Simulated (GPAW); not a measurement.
# FeSi2 (Linzhiite) (P4/mmm) in GPAW: equation of state

How stiff is FeSi2 (Linzhiite) in PBEsol, and what volume does it want? The cell is scaled to several volumes.

Everything below comes from runs of GPAW 26.7.0. Logs are shortened: lines on timing, memory, paths and dates and some standing lists are left out, and cuts for length are marked. The log counts tension as positive stress, the text compression.

## (1) The crystal as given

It takes space group P4/mmm (No. 123, tetragonal). Conventional cell: a = 2.684 Å, b = 2.684 Å, c = 5.128 Å, α = 90.00°, β = 90.00°, γ = 90.00°. Fe (site symmetry 4/mmm) is surrounded by 8 Si at 2.35 Å and 4 Fe at 2.68 Å. Si (site symmetry 4mm) is surrounded by 4 Fe at 2.35 Å and 5 Si at 2.36 to 2.68 Å.

## (2) Equation of state, PBEsol, collinear spin, ferromagnetic start

run.py reads:

```python
from ase import Atoms
from ase.eos import EquationOfState
from ase.io import Trajectory
from ase.units import GPa
from gpaw import GPAW, PW, setup_paths

setup_paths.insert(0, '.')

atoms = Atoms(['Fe', 'Si', 'Si'],
              cell=[[2.684, 0.0, 0.0],
                    [0.0, 2.684, 0.0],
                    [0.0, 0.0, 5.128]],
              scaled_positions=[[0.0, 0.0, 0.0],
                                [0.5, 0.5, 0.73],
                                [0.5, 0.5, 0.27]],
              pbc=True)
atoms.set_initial_magnetic_moments([3.0, 0.0, 0.0])

traj = Trajectory('eos.traj', 'w')
volumes, energies = [], []
for x in [0.94, 0.96, 0.98, 1.0, 1.02, 1.04, 1.06]:
    a = atoms.copy()
    a.set_cell(atoms.cell * x**(1 / 3), scale_atoms=True)
    calc = GPAW(mode=PW(600),
                xc='PBEsol',
                kpts={'size': (10, 10, 5), 'gamma': True},
                occupations={'name': 'fermi-dirac', 'width': 0.05},
                nbands=19,
                convergence={'density': 1e-05, 'energy': 1e-05},
                maxiter=150,
                txt=f'eos-{x:.2f}.txt')
    a.calc = calc
    energies.append(a.get_potential_energy(force_consistent=True))
    volumes.append(a.get_volume())
    p = -a.get_stress()[:3].mean() / GPa
    calc.write(f'eos-{x:.2f}.gpw')
    traj.write(a)
    print(f'{x:.2f} {volumes[-1]:10.4f} A^3 {energies[-1]:14.6f} eV {p:9.3f} GPa', flush=True)

v0, e0, B = EquationOfState(volumes, energies, eos='birchmurnaghan').fit()
print(f'V0 = {v0:.4f} A^3, E0 = {e0:.6f} eV, B0 = {B / GPa:.2f} GPa')
```

Potentials or basis: PAW data sets generated in the run's folder for this functional, pw.

The run is started by

```sh
$ gpaw-setup -f PBEsol Fe Si
$ OMP_NUM_THREADS=1 python run.py
```

Standard output:

```text
__  _  _
 | _ |_)|_||  |
 |__||  | ||/\| - 26.7.0

Input parameters:
  mode=PW(ecut=600.0),
  convergence={'density': 1e-05, 'energy': 1e-05},
  kpts=MonkhorstPack(size=(10, 10, 5), gamma=True),
  maxiter=150,
  nbands=19,
  occupations=Occupations(name='fermi-dirac', width=0.05),
  xc=XC(name='PBEsol')

Diagonalizing LCAO Hamiltonian
Converting LCAO to pw mode
   .-----.
  /|     |
 * |     |
 | | Si  |
 | |     |
 | | Si  |
 | .-----.
 |/     /
 Fe----*

Atoms  # Å, Bohr magnetons
|   | symbol |        x |        y |        z |    initial magnetic moments |
|---|--------|----------|----------|----------|-----------------------------|
| 0 |     Fe | 0.000000 | 0.000000 | 0.000000 | ( 0.0000,  0.0000,  3.0000) |
| 1 |     Si | 1.314605 | 1.314605 | 3.667022 | ( 0.0000,  0.0000,  0.0000) |
| 2 |     Si | 1.314605 | 1.314605 | 1.356296 | ( 0.0000,  0.0000,  0.0000) |

Unit cell  # Å
| periodic |        x |        y |        z |  lengths |    angles |
|----------|----------|----------|----------|----------|-----------|
|      yes | 2.629209 | 0.000000 | 0.000000 | 2.629209 | 90.000000 |
|      yes | 0.000000 | 2.629209 | 0.000000 | 2.629209 | 90.000000 |
|      yes | 0.000000 | 0.000000 | 5.023318 | 5.023318 | 90.000000 |

Number of symmetries: 16
Symmetry operations  # r_c * U_cc + t_c -> r_c
|    | kind |            matrix            |
|----|------|------------------------------|
|  0 |  E   |  1, 0, 0,  0, 1, 0,  0, 0, 1 |
|  1 |  σ   |  1, 0, 0,  0, 1, 0,  0, 0,-1 |
|  2 |  σ   |  1, 0, 0,  0,-1, 0,  0, 0, 1 |
|  3 |  C2  |  1, 0, 0,  0,-1, 0,  0, 0,-1 |
|  4 |  σ   |  0, 1, 0,  1, 0, 0,  0, 0, 1 |
|  5 |  C2  |  0, 1, 0,  1, 0, 0,  0, 0,-1 |
|  6 |  C4  |  0, 1, 0, -1, 0, 0,  0, 0, 1 |
|  7 |  S4  |  0, 1, 0, -1, 0, 0,  0, 0,-1 |
|  8 |  C4  |  0,-1, 0,  1, 0, 0,  0, 0, 1 |
|  9 |  S4  |  0,-1, 0,  1, 0, 0,  0, 0,-1 |
| 10 |  σ   |  0,-1, 0, -1, 0, 0,  0, 0, 1 |
| 11 |  C2  |  0,-1, 0, -1, 0, 0,  0, 0,-1 |
| 12 |  σ   | -1, 0, 0,  0, 1, 0,  0, 0, 1 |
| 13 |  C2  | -1, 0, 0,  0, 1, 0,  0, 0,-1 |
| 14 |  C2  | -1, 0, 0,  0,-1, 0,  0, 0, 1 |
| 15 |  i   | -1, 0, 0,  0,-1, 0,  0, 0,-1 |

BZ-sampling:
  Number of BZ points: 500
  Number of IBZ points: 63

  Monkhorst-Pack size: [10, 10, 5]
  Monkhorst-Pack shift: [0.05, 0.05, 0.0]

K-points  # in reciprocal-cell coordinates
|     |                                coordinates |     weight |
|-----|--------------------------------------------|------------|
|   0 | (  0.00000000,   0.00000000,   0.00000000) | 0.00200000 |
|   1 | (  0.00000000,   0.00000000,   0.20000000) | 0.00400000 |
|   2 | (  0.00000000,   0.00000000,   0.40000000) | 0.00400000 |
|   3 | (  0.10000000,   0.00000000,   0.00000000) | 0.00800000 |
|   4 | (  0.10000000,   0.00000000,   0.20000000) | 0.01600000 |
|   5 | (  0.10000000,   0.00000000,   0.40000000) | 0.01600000 |
|   6 | (  0.10000000,   0.10000000,   0.00000000) | 0.00800000 |
|   7 | (  0.10000000,   0.10000000,   0.20000000) | 0.01600000 |
|   8 | (  0.10000000,   0.10000000,   0.40000000) | 0.01600000 |
|   9 | (  0.20000000,   0.00000000,   0.00000000) | 0.00800000 |
| ... |                                            |            |
|  62 | (  0.50000000,   0.50000000,   0.40000000) | 0.00400000 |

Plane wave coefficients: 1205
Cutoff: 600.0 eV

Spin-components: 2 (collinear spins)
Bands:           19
Projectors:      16
Spin-degeneracy: 1
Datatype:        complex128

Parallelization:
  kpt:    1
  domain: 1
  band:   1

Density:
  Valence electrons: 16.0
  Components: 2
  Grid points: [15 15 30]
  Charge: 0.0  # |e|

Potential:
  Grid points: [15 15 30]

species:
  Fe:
    name:    Iron
    Z:       26.0
    valence: 8
    core:    18
    charge:  0.0  # [|e|]
    compensation charges:
      type: gauss
      rc: 0.33  # [Å]
      lmax: 2
    cutoffs:
      filter: 2.06  # [Å]
      core: 2.67  # [Å]
    projectors
    | kind |    occ | energy [eV] | rcut [Å] |
    |------|--------|-------------|----------|
    |   4s |  2.000 |      -5.310 |    1.164 |
    |   4p |  0.000 |      -1.300 |    1.058 |
    |   3d |  6.000 |      -7.529 |    1.058 |
    |    s |        |      21.902 |    1.164 |
    |    p |        |      25.911 |    1.058 |
    |    d |        |      19.682 |    1.058 |

    Using partial waves for Fe as LCAO basis

  Si:
    name:    Silicon
    Z:       14.0
    valence: 4
    core:    10
    charge:  0.0  # [|e|]
    compensation charges:
      type: gauss
      rc: 0.33  # [Å]
      lmax: 2
    cutoffs:
      filter: 1.86  # [Å]
      core: 2.06  # [Å]
    projectors
    | kind |    occ | energy [eV] | rcut [Å] |
    |------|--------|-------------|----------|
    |   3s |  2.000 |     -10.768 |    1.058 |
    |   3p |  2.000 |      -4.057 |    1.058 |
    |    s |        |      16.444 |    1.058 |
    |    p |        |      23.155 |    1.058 |
    |    d |        |       0.000 |    1.058 |

    Using partial waves for Si as LCAO basis

Reference energy: -50330.543021  # eV

eigensolver:
  PPCG
  Converge bands: occupied
  niter=2

density mixing:
  MSR1-Mixer
  Pratt-step length: 0.05
  Maximum mixing coefficient: 0.75
  Old densities: 10
  SVD Regularization: 0.005
  Good broyden scale: 1.0
  Trust region scale: 1.0
  Backstep threshold: 4.0
  History deletion threshold: 6.0
  Fourier metric: weight=20.0, sigma=0.015

occupation numbers:
  Fermi-Dirac:
    width: 0.0500  # eV

poisson solver:
  ecut: 4800.0  # eV

xc functional:
  name: PBEsol with 2 nearest neighbor stencil

convergence criteria:
- Maximum integral of absolute [dens]ity change: 1e-05 electrons / valence electron
- Maximum [total energy] change in last 3 cyles: 1e-05 eV / valence electron
- Maximum integral of absolute [eigenst]ate change: 4e-08 eV^2 / valence electron
maximum number of iterations: 150

SCF iterations
|iter     | |      energy | eigst |  dens |  magmom |
|---------|-|-------------|-------|-------|---------|
|iter:   1| |  -22.316772 | +0.64 |       |  +3.0066|
|iter:   2| |  -21.905209 | -1.54 | -0.59 |  +2.9064|
|iter:   3| |  -21.863555 | -2.04 | -0.67 |  +2.3042|
|iter:   4| |  -22.249618 | -2.11 | -0.85 |  +1.2696|
|iter:   5| |  -22.467954 | -2.32 | -1.17 |  +0.2853|
|iter:   6| |  -22.491903 | -2.99 | -1.35 |  +0.3009|
|iter:   7| |  -22.507286 | -3.27 | -1.67 |  +0.1146|
|iter:   8| |  -22.508616 | -4.34 | -2.22 |  +0.0919|
|iter:   9| |  -22.509167 | -4.55 | -2.49 |  +0.0862|
|iter:  10| |  -22.509285 | -5.25 | -2.90 |  +0.0621|
|iter:  11| |  -22.509348 | -5.05 | -3.09 |  +0.0376|
|iter:  12| |  -22.509361c| -5.25 | -3.27 |  +0.0131|
|iter:  13| |  -22.509363c| -6.31 | -3.75 |  +0.0067|
|iter:  14| |  -22.509364c| -6.73 | -4.04 |  +0.0021|
|iter:  15| |  -22.509364c| -7.54c| -4.63 |  +0.0005|
|iter:  16| |  -22.509364c| -7.76c| -5.14c|  +0.0002|

Converged in 16 steps
Energy contributions relative to reference atoms: (reference = -50330.543021)

Energy contributions:
  Kinetic:          34.109578
  Coulomb:         -25.324848
  Zero:              0.057630
  External:          0.000000
  Xc:              -31.347028
  Entropy:          -0.009395
  Spinorbit:         0.000000
  ----------------------------
  Free energy:     -22.514062
  Extrapolated:    -22.509364

dipole moment: (-6.416976, -6.416976, -12.260153)  # |e|*Ang

Total magnetic moment: (0.000000, 0.000000, 0.000177)

Local magnetic moments
|        x |        y |         z |
|----------|----------|-----------|
| 0.000000 | 0.000000 |  0.000197 |  # Fe   0
| 0.000000 | 0.000000 | -0.000006 |  # Si   1
| 0.000000 | 0.000000 | -0.000006 |  # Si   2

Fermi level: 11.533
Eigenvalues  # (at kpt = [0.000, 0.000, 0.000])
| band index |      eig [eV] | occ [0-1] |      eig [eV] | occ [0-1] |
|------------|---------------|-----------|---------------|-----------|
|          0 |        -2.969 |     1.000 |        -2.969 |     1.000 |
|          1 |         2.064 |     1.000 |         2.064 |     1.000 |
|          2 |         3.122 |     1.000 |         3.122 |     1.000 |
|          3 |         7.579 |     1.000 |         7.580 |     1.000 |
|          4 |         9.718 |     1.000 |         9.718 |     1.000 |
|          5 |         9.907 |     1.000 |         9.907 |     1.000 |
[... 8 lines left out ...]
|         14 |        21.830 |     0.000 |        21.830 |     0.000 |
|         15 |        21.830 |     0.000 |        21.830 |     0.000 |
|        ... |               |           |               |           |
|         18 |        26.216 |     0.000 |        26.216 |     0.000 |

No gap
No difference between direct/indirect transitions

Stress tensor  # eV/Ang^3
|         x |         y |         z |
|-----------|-----------|-----------|
| -0.095699 |  0.000000 |  0.000000 |
|  0.000000 | -0.095699 |  0.000000 |
|  0.000000 |  0.000000 | -0.095166 |

# Writing to eos-0.94.gpw (mode='')
```

stdout:

```text
0.94    34.7249 A^3     -22.514062 eV    15.304 GPa
0.96    35.4637 A^3     -22.572252 eV     9.875 GPa
0.98    36.2025 A^3     -22.606699 eV     5.004 GPa
1.00    36.9414 A^3     -22.619848 eV     0.633 GPa
1.02    37.6802 A^3     -22.613893 eV    -3.286 GPa
1.04    38.4190 A^3     -22.590852 eV    -6.764 GPa
1.06    39.1579 A^3     -22.552845 eV    -9.807 GPa
V0 = 37.0680 A^3, E0 = -22.620073 eV, B0 = 202.84 GPa
```

Wall time 8.5 min (1 thread of Arm Neoverse V2, shared host); peak memory 0.3 GiB.

What came out:

- Equilibrium volume: 12.36 Å³/atom
- Bulk modulus at fixed shape and positions: 203 GPa
- Pressure derivative of the bulk modulus: 4.7

Energy against volume, from the lowest point:
| volume (Å³/atom) | energy (meV/atom) |
| --- | --- |
| 11.575 | 35.26 |
| 11.821 | 15.87 |
| 12.068 | 4.38 |
| 12.314 | 0.00 |
| 12.560 | 1.99 |
| 12.806 | 9.67 |
| 13.053 | 22.33 |

Caveat: the cell was scaled at fixed shape and fractional positions, which overstates the stiffness of a crystal with free parameters, most of all of layers and chains.
